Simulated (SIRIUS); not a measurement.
Runs of SIRIUS 7.12.0 on WS2 (Tungstenite). It takes space group P6_3/mmc (No. 194, hexagonal). The conventional cell has a = 3.180 Å, b = 3.180 Å, c = 12.500 Å, α = 90.00°, β = 90.00°, γ = 120.00°. W (site symmetry -6m2) is surrounded by 6 S at 2.41 Å. S (site symmetry 3m) is surrounded by 3 W at 2.41 Å. 

```csv
task,level,potentials or basis,cutoff (eV),muffin tin radii,basis cutoff (gk_cutoff),valence relativity,smallest sphere radius times basis cutoff,reference energy of the basis,gap on the mesh (eV),V0 of scaled cells (Å³/atom),B0 (GPa),largest force (eV/Å)
equation of state,LDA,"all-electron FP-LAPW, apw+lo standard",208,"S 2.04, W 2.35 bohr",3.91 1/bohr,iora,7.98,-,-,(b),174,-
single point,PBEsol,"all-electron FP-LAPW, apw+lo standard",208,"S 2.04, W 2.35 bohr",3.91 1/bohr,iora,7.98,0.29 Ha,(a),-,-,0.15
band structure,PBE,"all-electron FP-LAPW (no relativity for the valence, core without relativity), apw+lo standard",200,"S 2.08, W 2.4 bohr",3.83 1/bohr,none,7.97,0.28 Ha,(c),-,-,0.78
equation of state,PBEsol,"all-electron FP-LAPW, apw+lo standard",208,"S 2.04, W 2.35 bohr",3.91 1/bohr,iora,7.98,-,-,17.94,166,-
band structure,PBE,"all-electron FP-LAPW (ZORA valence), apw+lo standard",200,"S 2.08, W 2.4 bohr",3.83 1/bohr,zora,7.97,0.28 Ha,1.13,-,-,0.13
```

Alike in all rows: no spin polarisation; cell as given; k mesh 10 × 10 × 3; smearing fermi-dirac 0.05 eV.

Q: Fill in the values left out.

A: (a) 1.08; (b) 17.62; (c) 1.04.

Caveats: this functional lacks dispersion, which binds the layers, so the pressure and a relaxed spacing across them are unreliable (some runs); spin-orbit coupling is left out, which moves the levels of the heavy elements (some runs); the cell was scaled at fixed shape and fractional positions, which overstates the stiffness of a crystal with free parameters, most of all of layers and chains (some runs); an odd mesh through Γ misses points on the zone boundary, where band edges often lie (some runs); relativity is left out for the valence states, which matters for the heavier elements (some runs); relativity is left out for the core states (some runs).

A k mesh can miss the band edges, and the runs leave out spin-orbit coupling on W.

A gap of «none» marks a metal or a gap under the smearing width.

Not every run made on this cell is shown here.
